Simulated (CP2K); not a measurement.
Runs of CP2K 2026.2 on CdSe. The structure is cubic, space group F-43m (No. 216). Conventional cell: a = 6.141 Å, b = 6.141 Å, c = 6.141 Å, α = 90.00°, β = 90.00°, γ = 90.00°. Around Cd (site symmetry -43m) lie 4 Se at 2.66 Å. Around Se (site symmetry -43m) lie 4 Cd at 2.66 Å. Measurements of this composition are mostly on another form, of space group No. 186.

| level | cutoff of the non-local correlation (Ry) | gap on the mesh (eV) | pressure (GPa) |
| --- | --- | --- | --- |
| PBE | - | 0.55 | (b) |
| rev-vdW-DF2 | 300 | 0.42 | 1.2 |
| RPBE | - | 0.70 | 3.2 |
| PW91 | - | 0.52 | (c) |
| LDA | - | 0.26 | (a) |

Alike in all rows: task band structure; potentials or basis POTENTIAL_UZH Cd GTH-PBE-q12, Se GTH-PBE-q6; TZVP-MOLOPT-PBE-GTH basis; no spin polarisation; cell as given; k mesh 8 × 8 × 8; smearing fermi-dirac 0.05 eV.

Q: Estimate the missing entries.

A: (a) -1.6; (b) 1.8; (c) 1.7.

Caveats: the basis of atomic orbitals isn't converged, which shifts pressures, moduli and gaps; the potentials were made for another functional, which shifts forces and pressure (some runs).

A k mesh can miss the band edges, and the runs leave out spin-orbit coupling on Cd, Se.
